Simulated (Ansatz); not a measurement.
Rocksalt CaSe, relaxed with r2SCAN, was run in the plane-wave code Ansatz under altered settings. All numbers are computed, without spin polarisation but where a row says otherwise.

```
CELL_PARAMETERS angstrom
0.00000 2.96754 2.96754
2.96754 0.00000 2.96754
2.96754 2.96754 0.00000
ATOMIC_POSITIONS crystal
Ca 0.00000 0.00000 0.00000
Se 0.50000 0.50000 0.50000
```

The base run's other keys:
```yaml
kpoints:
  mp_grid: { grid: [4, 4, 4] }
hamiltonian:
  xc: hse06
scf:
  occupations: { method: fixed }
  n_extra_bands: 4
```

It takes 13 iterations with 965 plane waves at 420 eV and 8 k points, and leaves a mean stress of +0.27 GPa. The gap over this mesh is 3.000 eV. It ran on 4 threads of Intel(R) Xeon(R) 6975P-C (Granite Rapids), with other jobs on the host.

Outcomes, with energy and stress as changes against the base:
```csv
setting,outcome,ΔF (meV/atom),Δ mean stress (GPa),gap on the mesh (eV),iterations,wall time
"PBE hybrid, exx coeff 0.05, omega 0.3 1/Å",converged,–,+0.3,2.196,9,2.9 s
"PBE hybrid, exx coeff 0.35, omega 0.5 1/Å",converged,–,+0.1,2.717,14,3.4 s
hamiltonian.xc: lc_wpbe,converged,–,-0.6,7.687,15,4.8 s
scf.exx.ecutfock_ratio: 1,converged,+2.5,0.0,3.000,13,2.8 s
"PBE hybrid, exx coeff -0.2, omega 0.5 1/Å",refused,–,–,–,–,0.03 s
scf.convergence.dr2_threshold: 1e-12,converged,0.0,0.0,3.000,18,3.4 s
```
A dash marks a value that wasn't obtained or can't be compared. Stress is positive in compression. The base took 3.2 s.

- PBE hybrid, exx coeff 0.05, omega 0.3 1/Å. That is 5 % exact exchange, screened with ω = 0.3 1/Å, against HSE06's 25 % screened at 0.208 1/Å. The mean stress moves by +0.3 GPa and the gap on the mesh by -0.803 eV (to 2.196). Totals of different functionals aren't comparable.
- PBE hybrid, exx coeff 0.35, omega 0.5 1/Å. That is 35 % exact exchange, screened with ω = 0.5 1/Å, against HSE06's 25 % screened at 0.208 1/Å. The mean stress moves by +0.1 GPa and the gap on the mesh by -0.282 eV (to 2.717). Totals of different functionals aren't comparable.
- hamiltonian.xc: lc_wpbe. The mean stress moves by -0.6 GPa and the gap on the mesh by +4.687 eV (to 7.687). It's another functional on the same cell, so totals aren't comparable.
- scf.exx.ecutfock_ratio: 1. The free energy moves by +2.5 meV an atom, the mean stress by 0.0 GPa and the gap on the mesh by 0.000 eV (to 3.000). The result is sensitive to this setting.
- PBE hybrid, exx coeff -0.2, omega 0.5 1/Å. The input is refused before any iteration. Error: invalid value for `hamiltonian.xc.exx.coeff`: must be finite and in (0, 1]; got -0.2

Within 1 meV an atom, 0.1 GPa and 0.005 eV of the base stay: scf.convergence.dr2_threshold: 1e-12.

Spin-orbit coupling is left out.

The program warns that its thresholds are loose for a hybrid's stress.

The meshes of the hybrids are coarse, so their gaps aren't converged to the digits shown.
